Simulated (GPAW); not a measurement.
# CoSi (P2_13) in GPAW: a series of runs

The runs below take CoSi through single point, eps q, with PBE+U.

Program: GPAW 26.7.0. These are calculated values, not measurements. Logs are shortened: lines on timing, memory, paths and dates and some standing lists are left out, and cuts for length are marked. The log counts tension as positive stress, the text compression.

### Step 1. The structure

Symmetry: P2_13, No. 198, cubic system. The conventional cell has a = 4.438 Å, b = 4.438 Å, c = 4.438 Å, α = 90.00°, β = 90.00°, γ = 90.00°. Co (site symmetry 3) has 7 Si at 2.28 to 2.47 Å as nearest neighbours. Si (site symmetry 3) is surrounded by 7 Co at 2.28 to 2.47 Å.

### Step 2. Single point, PBE+U, collinear spin, ferromagnetic start

File run.py:

```python
from ase import Atoms
from ase.dft.bandgap import bandgap
from ase.io import write
from ase.units import GPa
from gpaw import GPAW, PW

atoms = Atoms(['Co', 'Co', 'Co', 'Co', 'Si', 'Si', 'Si', 'Si'],
              cell=[[4.438, 0.0, 0.0],
                    [0.0, 4.438, 0.0],
                    [0.0, 0.0, 4.438]],
              scaled_positions=[[0.86, 0.64, 0.36],
                                [0.64, 0.36, 0.86],
                                [0.36, 0.86, 0.64],
                                [0.14, 0.14, 0.14],
                                [0.157, 0.343, 0.657],
                                [0.343, 0.657, 0.157],
                                [0.657, 0.157, 0.343],
                                [0.843, 0.843, 0.843]],
              pbc=True)
atoms.set_initial_magnetic_moments([2.0, 2.0, 2.0, 2.0, 0.0, 0.0, 0.0, 0.0])

calc = GPAW(mode=PW(450),
            xc='PBE',
            kpts={'size': (5, 5, 5), 'gamma': True},
            occupations={'name': 'fermi-dirac', 'width': 0.01},
            setups={'Co': ':d,5.0'},
            nbands=51,
            convergence={'density': 1e-05, 'energy': 1e-05},
            maxiter=150,
            txt='gpaw.txt')
atoms.calc = calc
energy = atoms.get_potential_energy()
forces = atoms.get_forces()
stress = atoms.get_stress()
calc.write('gs.gpw')
write('result.traj', atoms)
print(f'Energy: {energy:.6f} eV')
print('Forces (eV/A):')
print(forces.round(4))
print('Stress (GPa):', (stress / GPa).round(3))
print('Moments:', calc.get_magnetic_moments().round(3))
print('Fermi level:', round(calc.get_fermi_level(), 4), 'eV')
print(f'Gap: {bandgap(calc)[0]:.4f} eV, direct: {bandgap(calc, direct=True)[0]:.4f} eV')
```

Potentials or basis: GPAW PAW data sets (gpaw-data 1.2.1), pw.

Run with:

```
> OMP_NUM_THREADS=1 python run.py
```

gpaw.txt:

```text
__  _  _
 | _ |_)|_||  |
 |__||  | ||/\| - 26.7.0

Input parameters:
  mode=PW(ecut=450.00000000000006),
  convergence={'density': 1e-05, 'energy': 1e-05},
  kpts=MonkhorstPack(size=(5, 5, 5), gamma=True),
  maxiter=150,
  nbands=51,
  occupations=Occupations(name='fermi-dirac', width=0.01),
  setups={'Co': ':d,5.0'},
  xc=XC(name='PBE')

Diagonalizing LCAO Hamiltonian
Converting LCAO to pw mode
    .----------.
   /|        Si|
  / |   Co     |
 *  |    Co    |
 |  Si      Co |
 |  .--Si------.
 | /     Si   /
 |/Co        /
 *----------*

Atoms  # Å, Bohr magnetons
|   | symbol |        x |        y |        z |    initial magnetic moments |
|---|--------|----------|----------|----------|-----------------------------|
| 0 |     Co | 3.816680 | 2.840320 | 1.597680 | ( 0.0000,  0.0000,  2.0000) |
| 1 |     Co | 2.840320 | 1.597680 | 3.816680 | ( 0.0000,  0.0000,  2.0000) |
| 2 |     Co | 1.597680 | 3.816680 | 2.840320 | ( 0.0000,  0.0000,  2.0000) |
| 3 |     Co | 0.621320 | 0.621320 | 0.621320 | ( 0.0000,  0.0000,  2.0000) |
| 4 |     Si | 0.696766 | 1.522234 | 2.915766 | ( 0.0000,  0.0000,  0.0000) |
| 5 |     Si | 1.522234 | 2.915766 | 0.696766 | ( 0.0000,  0.0000,  0.0000) |
| 6 |     Si | 2.915766 | 0.696766 | 1.522234 | ( 0.0000,  0.0000,  0.0000) |
| 7 |     Si | 3.741234 | 3.741234 | 3.741234 | ( 0.0000,  0.0000,  0.0000) |

Unit cell  # Å
| periodic |        x |        y |        z |  lengths |    angles |
|----------|----------|----------|----------|----------|-----------|
|      yes | 4.438000 | 0.000000 | 0.000000 | 4.438000 | 90.000000 |
|      yes | 0.000000 | 4.438000 | 0.000000 | 4.438000 | 90.000000 |
|      yes | 0.000000 | 0.000000 | 4.438000 | 4.438000 | 90.000000 |

Number of symmetries: 3
Symmetry operations  # r_c * U_cc + t_c -> r_c
|   | kind |            matrix            |
|---|------|------------------------------|
| 0 |  E   |  1, 0, 0,  0, 1, 0,  0, 0, 1 |
| 1 |  C3  |  0, 1, 0,  0, 0, 1,  1, 0, 0 |
| 2 |  C3  |  0, 0, 1,  1, 0, 0,  0, 1, 0 |

BZ-sampling:
  Number of BZ points: 125
  Number of IBZ points: 23

  Monkhorst-Pack size: [5, 5, 5]
  Monkhorst-Pack shift: [0, 0, 0]

K-points  # in reciprocal-cell coordinates
|     |                                coordinates |     weight |
|-----|--------------------------------------------|------------|
|   0 | (  0.00000000,   0.00000000,   0.00000000) | 0.00800000 |
|   1 | (  0.20000000,   0.00000000,  -0.20000000) | 0.04800000 |
|   2 | (  0.20000000,   0.00000000,   0.00000000) | 0.04800000 |
|   3 | (  0.20000000,   0.20000000,  -0.20000000) | 0.04800000 |
|   4 | (  0.20000000,   0.20000000,   0.00000000) | 0.04800000 |
|   5 | (  0.20000000,   0.20000000,   0.20000000) | 0.01600000 |
|   6 | (  0.40000000,  -0.20000000,  -0.40000000) | 0.04800000 |
|   7 | (  0.40000000,  -0.20000000,  -0.20000000) | 0.04800000 |
|   8 | (  0.40000000,  -0.20000000,   0.00000000) | 0.04800000 |
|   9 | (  0.40000000,  -0.20000000,   0.20000000) | 0.04800000 |
| ... |                                            |            |
|  22 | (  0.40000000,   0.40000000,   0.40000000) | 0.01600000 |

Plane wave coefficients: 1908
Cutoff: 450.00000000000006 eV

Spin-components: 2 (collinear spins)
Bands:           51
Projectors:      44
Spin-degeneracy: 1
Datatype:        complex128

Density:
  Valence electrons: 52.0
  Components: 2
  Grid points: [24 24 24]
  Charge: 0.0  # |e|

Potential:
  Grid points: [24 24 24]

species:
  Co:
    name:    Cobalt
    Z:       27.0
    valence: 9
    core:    18
    charge:  0.0  # [|e|]
    Hubbard: {U: 5.0,  # eV
              l: 2,
              scale: True}
    compensation charges:
      type: gauss
      rc: 0.32  # [Å]
      lmax: 2
    cutoffs:
      filter: 1.87  # [Å]
      core: 2.55  # [Å]
    projectors
    | kind |    occ | energy [eV] | rcut [Å] |
    |------|--------|-------------|----------|
    |   4s |  2.000 |      -5.469 |    1.005 |
    |   4p |  0.000 |      -1.277 |    1.058 |
    |   3d |  7.000 |      -8.205 |    1.005 |
    |    s |        |      21.742 |    1.005 |
    |    p |        |      25.934 |    1.058 |
    |    d |        |      19.007 |    1.005 |

    Using partial waves for Co as LCAO basis

  Si:
    name:    Silicon
    Z:       14.0
    valence: 4
    core:    10
    charge:  0.0  # [|e|]
    compensation charges:
      type: gauss
      rc: 0.33  # [Å]
      lmax: 2
    cutoffs:
      filter: 1.86  # [Å]
      core: 2.06  # [Å]
    projectors
    | kind |    occ | energy [eV] | rcut [Å] |
    |------|--------|-------------|----------|
    |   3s |  2.000 |     -10.812 |    1.058 |
    |   3p |  2.000 |      -4.081 |    1.058 |
    |    s |        |      16.399 |    1.058 |
    |    p |        |      23.130 |    1.058 |
    |    d |        |       0.000 |    1.058 |

    Using partial waves for Si as LCAO basis

Reference energy: -183156.216624  # eV

eigensolver:
  PPCG
  Converge bands: occupied
  niter=2

density mixing:
  MSR1-Mixer
  Pratt-step length: 0.05
  Maximum mixing coefficient: 0.75
  Old densities: 10
  SVD Regularization: 0.005
  Good broyden scale: 1.0
  Trust region scale: 1.0
  Backstep threshold: 4.0
  History deletion threshold: 6.0
  Fourier metric: weight=20.0, sigma=0.015

occupation numbers:
  Fermi-Dirac:
    width: 0.0100  # eV

poisson solver:
  ecut: 3600.0000000000005  # eV

xc functional:
  name: PBE with 2 nearest neighbor stencil

convergence criteria:
- Maximum integral of absolute [dens]ity change: 1e-05 electrons / valence electron
- Maximum [total energy] change in last 3 cyles: 1e-05 eV / valence electron
- Maximum integral of absolute [eigenst]ate change: 4e-08 eV^2 / valence electron
maximum number of iterations: 150

SCF iterations
|iter     | |      energy | eigst |  dens |  magmom |
|---------|-|-------------|-------|-------|---------|
|iter:   1| |  -39.821610 | +0.58 |       |  +8.0162|
|iter:   2| |  -39.778399 | -1.28 | -0.76 |  +7.8098|
|iter:   3| |  -39.802306 | -2.04 | -0.86 |  +7.1169|
|iter:   4| |  -40.568513 | -2.03 | -0.99 |  +5.9164|
|iter:   5| |  -41.405269 | -2.16 | -1.23 |  +4.6499|
|iter:   6| |  -41.853721 | -2.22 | -1.62 |  +3.9506|
|iter:   7| |  -41.978108 | -2.83 | -1.98 |  +3.9229|
|iter:   8| |  -42.004441 | -3.51 | -2.25 |  +3.9461|
|iter:   9| |  -42.009551 | -3.61 | -2.23 |  +3.9496|
|iter:  10| |  -42.012172 | -3.91 | -2.58 |  +3.9944|
|iter:  11| |  -42.013199 | -4.85 | -3.02 |  +3.9984|
|iter:  12| |  -42.014195 | -4.92 | -3.38 |  +4.0022|
|iter:  13| |  -42.015569 | -4.35 | -3.45 |  +4.0032|
|iter:  14| |  -42.015995 | -4.64 | -3.59 |  +4.0005|
|iter:  15| |  -42.016036c| -5.77 | -3.91 |  +3.9998|
|iter:  16| |  -42.016049c| -6.21 | -4.14 |  +3.9993|
|iter:  17| |  -42.016053c| -6.80 | -4.38 |  +3.9999|
|iter:  18| |  -42.016054c| -7.51c| -4.73 |  +4.0000|
|iter:  19| |  -42.016054c| -7.82c| -4.97 |  +4.0000|
|iter:  20| |  -42.016054c| -8.14c| -5.41c|  +4.0000|

Converged in 20 steps
Energy contributions relative to reference atoms: (reference = -183156.216624)

Energy contributions:
  Kinetic:         139.709009
  Coulomb:        -109.433452
  Zero:              0.682385
  External:          0.000000
  Xc:              -72.973666
  Entropy:          -0.000659
  Spinorbit:         0.000000
  ----------------------------
  Free energy:     -42.016384
  Extrapolated:    -42.016054

dipole moment: (-0.000022, -0.000022, -0.000022)  # |e|*Ang

Total magnetic moment: (0.000000, 0.000000, 4.000026)

Local magnetic moments
|        x |        y |         z |
|----------|----------|-----------|
| 0.000000 | 0.000000 |  1.247052 |  # Co   0
| 0.000000 | 0.000000 |  1.247052 |  # Co   1
| 0.000000 | 0.000000 |  1.247052 |  # Co   2
| 0.000000 | 0.000000 |  1.247053 |  # Co   3
| 0.000000 | 0.000000 | -0.076625 |  # Si   4
| 0.000000 | 0.000000 | -0.076625 |  # Si   5
| 0.000000 | 0.000000 | -0.076625 |  # Si   6
| 0.000000 | 0.000000 | -0.076625 |  # Si   7

Fermi level: 12.345
Eigenvalues  # (at kpt = [0.000, 0.000, 0.000])
| band index |      eig [eV] | occ [0-1] |      eig [eV] | occ [0-1] |
|------------|---------------|-----------|---------------|-----------|
|          0 |        -1.846 |     1.000 |        -2.007 |     1.000 |
|        ... |               |           |               |           |
|         18 |         8.064 |     1.000 |         9.878 |     1.000 |
|         19 |         9.314 |     1.000 |        10.622 |     1.000 |
|         20 |         9.314 |     1.000 |        10.622 |     1.000 |
|         21 |         9.314 |     1.000 |        10.978 |     1.000 |
|         22 |         9.429 |     1.000 |        10.978 |     1.000 |
|         23 |         9.429 |     1.000 |        10.978 |     1.000 |
|         24 |         9.969 |     1.000 |        13.531 |     0.000 |
|         25 |         9.969 |     1.000 |        13.531 |     0.000 |
|         26 |         9.969 |     1.000 |        13.531 |     0.000 |
|         27 |        13.536 |     0.000 |        14.450 |     0.000 |
|         28 |        13.536 |     0.000 |        14.450 |     0.000 |
|         29 |        13.536 |     0.000 |        14.450 |     0.000 |
|         30 |        13.783 |     0.000 |        15.581 |     0.000 |
|         31 |        13.783 |     0.000 |        15.581 |     0.000 |
|         32 |        14.736 |     0.000 |        15.581 |     0.000 |
|        ... |               |           |               |           |
|         50 |        28.820 |     0.000 |        28.823 |     0.000 |

No gap
No difference between direct/indirect transitions

Forces  # eV/Ang
|        x |        y |        z |
|----------|----------|----------|
| -0.08108 |  0.08109 | -0.08113 |  # Co   0
|  0.08109 | -0.08113 | -0.08108 |  # Co   1
| -0.08113 | -0.08108 |  0.08109 |  # Co   2
|  0.08109 |  0.08109 |  0.08109 |  # Co   3
| -0.12638 |  0.12636 | -0.12638 |  # Si   4
|  0.12636 | -0.12638 | -0.12638 |  # Si   5
| -0.12638 | -0.12638 |  0.12636 |  # Si   6
|  0.12640 |  0.12640 |  0.12640 |  # Si   7

Stress tensor  # eV/Ang^3
|         x |         y |         z |
|-----------|-----------|-----------|
| -0.045306 | -0.000000 | -0.000000 |
| -0.000000 | -0.045306 | -0.000000 |
| -0.000000 | -0.000000 | -0.045306 |

# Writing to gs.gpw (mode='')
```

Run time: 2 min. Hardware: 1 thread of AMD EPYC 9R14 (Zen 4), shared host; peak memory 0.25 GiB.

What came out:

- Free energy: -42.0164 eV
- Pressure: 7.3 GPa
- Largest force: 0.219 eV/Å
- Band gap on the k mesh: none (metal or under the smearing width)
- Net moment: 4.00 μB per cell
- Site moments: Co +1.25; Si -0.08 μB

Forces in eV/Å, atoms in the order of the input:
```
Co  -0.081  0.081 -0.081
Co   0.081 -0.081 -0.081
Co  -0.081 -0.081  0.081
Co   0.081  0.081  0.081
Si  -0.126  0.126 -0.126
Si   0.126 -0.126 -0.126
Si  -0.126 -0.126  0.126
Si   0.126  0.126  0.126
```

Caveat: the cutoff is short for stress and forces, so pressures can be off by a GPa or more; the U is typed as a test and isn't derived for this compound.

(Part 1 of 2 ends here.)
